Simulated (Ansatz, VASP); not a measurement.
## Two plane-wave programs on ZrC

```
CELL_PARAMETERS angstrom
0.00000 2.27970 2.31496
2.27970 0.00000 2.31496
2.27970 2.27970 0.00000
ATOMIC_POSITIONS crystal
Zr 0.50000 0.50000 0.50000
C 0.00000 0.00000 0.00000
```

Change from the starting cell: strain -0.030 along x and y, -0.015 along z, atoms carried along.

Alike in both runs: task single point; functional PBEsol; k mesh 18 × 18 × 18; occupations gaussian, width 0.15 eV; no spin polarisation.

```csv
,VASP,Ansatz
version,VASP 6.6.1,Ansatz 0.2.0
potentials or method,"VASP PAW PBE potentials, release 64 (Zr_sv, C)","scalar-relativistic, plane waves, PAW"
plane-wave cutoff (eV),520,420
valence electrons in the cell,16,16
```

```csv
,VASP,Ansatz,Ansatz less VASP
gap on the k mesh at the Fermi level (eV),none,none,-
pressure (GPa),15.3,14.9,-0.44
largest component of the traceless stress (GPa),4.96,4.94,-0.026
```

A gap of «none» marks a metal or a gap that the smearing closes.

Caveats: so large a pressure means that the cell lies far from this level's equilibrium, or that cutoff or potentials fall short (VASP); the potentials were made for another functional, which shifts forces and pressure (VASP).
